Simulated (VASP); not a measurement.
C: relaxation of cell and atoms with PBE

C:

```xyz
3
Lattice="2.6197 0.0000 0.0000 0.0000 2.6197 0.0000 0.0000 0.0000 2.6197" Properties=species:S:1:pos:R:3 pbc="T T T"
C     0.0000    1.3099    1.3099
C     1.3099    0.0000    1.3099
C     1.3099    1.3099    0.0000
```

The cell was built by a generator and needn't be a form met in nature.

```
Program                : VASP 6.6.1
Task                   : relaxation of cell and atoms
Functional             : PBE
Potentials or basis    : VASP PAW PBE potentials, release 64 (C)
Cutoff                 : 600 eV
k mesh                 : 10 × 10 × 10
Occupations            : fermi-dirac, width 0.05 eV
Spin                   : no spin polarisation
Further INCAR settings : ALGO = Normal; EDIFF = 1e-06; IBRION = 2; EDIFFG = -0.01; NSW = 60; ISIF = 3
```

```
Relaxed volume                         : 6.08 Å³/atom
Relaxed cell                           : a = 2.632 Å, b = 2.632 Å, c = 2.632 Å, α = 90.00°, β = 90.00°, γ = 90.00°
Space group after relaxing (to 0.05 Å) : Pm-3m (No. 221)
Energy gained by relaxing              : 0.7 meV/atom
Ionic steps                            : 2
Pressure after relaxing                : 0.0 GPa
Band gap on the k mesh                 : none (metal or under the smearing width)
```

The path:
```csv
step,energy change (eV),largest force (eV/Å),pressure (GPa),volume (Å³)
1,0.0000,0.0000,2.69,17.98
2,-0.0022,0.0000,-0.02,18.24
```

Final structure:
```yaml
crystal:
  lattice:
    - [2.63244, 0.00000, 0.00000]
    - [0.00000, 2.63244, 0.00000]
    - [0.00000, 0.00000, 2.63244]
  atoms:
    - { symbol: C, position: [0.00000, 0.50000, 0.50000] }
    - { symbol: C, position: [0.50000, 0.00000, 0.50000] }
    - { symbol: C, position: [0.50000, 0.50000, 0.00000] }
```

Levels at points of the mesh, in eV from the Fermi level:
| k point | band 2 | band 3 | band 4 | band 5 | band 6 | band 7 | band 8 | band 9 | band 10 |
| --- | --- | --- | --- | --- | --- | --- | --- | --- | --- |
| (0.00, 0.00, 0.00) | -7.77 | -7.77 | -7.77 | -2.92 | -2.92 | 4.32 | 4.32 | 4.32 | 5.80 |
| (0.50, 0.00, 0.00) | -16.55 | -5.06 | -5.06 | -0.66 | -0.66 | -0.43 | 0.13 | 2.30 | 5.99 |
| (0.50, 0.50, 0.00) | -13.53 | -13.53 | -10.28 | -1.13 | 0.20 | 0.20 | 2.24 | 4.49 | 4.49 |
| (0.50, 0.50, 0.50) | -9.69 | -9.69 | -9.69 | -8.98 | -8.98 | -8.98 | 4.78 | 10.16 | 10.16 |

It took 11 s on 1 thread of Intel(R) Xeon(R) Platinum 8259CL CPU @ 2.50GHz (Skylake/Cascade Lake), on a shared host, peak memory 0.13 GiB.
